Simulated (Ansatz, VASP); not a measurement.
**One calculation of Ag, two programs**

Contents of INCAR:

```
SYSTEM = Ag
ALGO = Normal ; EDIFF = 1E-7
ENCUT = 520 ; GGA = PE
ISIF = 2 ; ISMEAR = -1
LASPH = .True. ; LCHARG = .False.
LREAL = .False. ; LWAVE = .False.
NBANDS = 12 ; NELM = 80
PREC = Accurate ; SIGMA = 0.08
```

The input KPOINTS:

```
k-points
0
Gamma
  15 15 14
  0 0 0
```

File POSCAR:

```
Ag
1.0
    2.8464770861      0.0000000000      0.0000000000
   -1.4232385430      2.4651214678      0.0000000000
    0.0000000000      0.0000000000      2.7685463678
Ag
1
Direct
    0.0000000000      0.0000000000      0.0000000000
```

Input for Ansatz:

```yaml
crystal:
  lattice:
    - [2.8464770861, 0.0, 0.0]
    - [-1.423238543, 2.4651214678, 0.0]
    - [0.0, 0.0, 2.7685463678]
  atoms:
    - { symbol: Ag, position: [0.0, 0.0, 0.0] }
kpoints:
  mp_grid: { grid: [15, 15, 14] }
  band_path:
    path:
      - [0.0, 0.0, 0.0]
      - [0.5, 0.0, 0.0]
      - [0.3333333333, 0.3333333333, 0.0]
      - [0.0, 0.0, 0.0]
      - [0.0, 0.0, 0.5]
      - [0.5, 0.0, 0.5]
      - [0.3333333333, 0.3333333333, 0.5]
      - [0.0, 0.0, 0.5]
      - [0.5, 0.0, 0.5]
    npoints: 14
scf:
  occupations: { method: fermi_dirac, width: 0.08 }
hamiltonian:
  xc: pbe
  pseudopotentials: { kind: all_electron, lapw: { basis_error: 0.001 } }
output:
  forces: true
  stress: true
  eigenvalues: true
  populations: true
  dos: { projected: true, de: 0.2, e_range: [-14, 8] }
```

This isn't the form of Ag at room conditions, which is fcc.

Alike in both runs: task single point; functional PBE; k mesh 15 × 15 × 14; occupations fermi-dirac, width 0.08 eV; no spin polarisation.

```csv
,VASP,Ansatz
version,VASP 6.6.1,Ansatz 0.2.0
potentials or method,"VASP PAW PBE potentials, release 64 (Ag)","all-electron LAPW, scalar-relativistic"
plane-wave cutoff (eV),520,see its input
```

Ansatz gave:

* pressure (GPa): 0.0

**Question.** Which values does VASP return?

**Answer.** Pressure (GPa): -0.1.

Ansatz ran all-electron here, so the differences hold the error of VASP's frozen core and of both bases.
